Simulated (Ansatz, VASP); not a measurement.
# One calculation of Sn, two programs

The input INCAR:

```
SYSTEM = Sn
PREC     = Accurate       ! precision mode
ENCUT    = 520            ! plane-wave cutoff, eV
EDIFF    = 1E-6           ! SCF threshold, eV
ISMEAR   = -1             ! smearing method
SIGMA    = 0.05           ! smearing width, eV
LREAL    = .FALSE.        ! projectors in reciprocal space
LASPH    = .TRUE.         ! aspherical terms in the spheres
NELM     = 60             ! most SCF steps
ALGO     = Normal         ! electronic algorithm
ISIF     = 2              ! what is computed and relaxed
LWAVE    = .FALSE.        ! write WAVECAR
LCHARG   = .FALSE.        ! write CHGCAR
GGA      = RE             ! functional
NBANDS   = 13             ! bands
```

Contents of KPOINTS:

```
regular mesh
0
G
  10 10 10
  0 0 0
```

File POSCAR:

```
Sn
1.0
   -2.0291894110      2.0291894110      1.6607599896
    2.0291894110     -2.0291894110      1.6607599896
    2.0291894110      2.0291894110     -1.6607599896
Sn
1
Direct
    0.0000000000      0.0000000000      0.0000000000
```

Contents of input.yaml:

```yaml
crystal:
  lattice:
    - [-2.029189411, 2.029189411, 1.6607599896]
    - [2.029189411, -2.029189411, 1.6607599896]
    - [2.029189411, 2.029189411, -1.6607599896]
  atoms:
    - { symbol: Sn, position: [0.0, 0.0, 0.0] }
hamiltonian:
  xc: revpbe
  pseudopotentials: { kind: paw }
kpoints:
  mp_grid: { grid: [10, 10, 10] }
  band_path:
    path:
      - [[0.0, 0.0, 0.0], [0.0, 0.0, 0.5], [-0.5, 0.5, 0.5], [0.0, 0.0, 0.0], [0.4174590337, 0.4174590337, -0.4174590337], [0.25, 0.25, 0.25], [0.0, 0.5, 0.0], [-0.4174590337, 0.5825409663, 0.4174590337], [-0.5, 0.5, 0.5]]
      - [[0.0, 0.0, 0.5], [0.25, 0.25, 0.25]]
    npoints: 14
scf:
  occupations: { method: fermi_dirac, width: 0.05 }
  n_extra_bands: 6
output:
  forces: true
  stress: true
  eigenvalues: true
  fatbands: false
```

This isn't the form of Sn at room conditions, which is tetragonal (white tin).

Alike in both runs: functional revPBE; k mesh 10 × 10 × 10; occupations fermi-dirac, width 0.05 eV; no spin polarisation.

|  | VASP | Ansatz |
| --- | --- | --- |
| version | VASP 6.6.1 | Ansatz 0.2.0 |
| potentials or method | VASP PAW PBE potentials, release 64 (Sn_d) | Ansatz PAW |
| plane-wave cutoff (eV) | 520 | 420 |
| valence electrons in the cell | 14 | 14 |
| task | single point | band structure |

|  | VASP | Ansatz | Ansatz less VASP |
| --- | --- | --- | --- |
| gap on the k mesh at the Fermi level (eV) | none | none | - |
| pressure (GPa) | 1.9 | 1.9 | -0.01 |
| largest component of the traceless stress (GPa) | 0.97 | 0.97 | +0.003 |

A gap of «none» marks a metal or a gap that the smearing closes.

Caveats: the PAW data sets were made with another functional, which shifts forces and pressure a little (VASP); spin-orbit coupling is left out, which moves the levels of the heavy elements (Ansatz); the PAW data sets come from PBE, with cores solved anew for the run's functional, which leaves a small shift of forces and pressure (Ansatz).
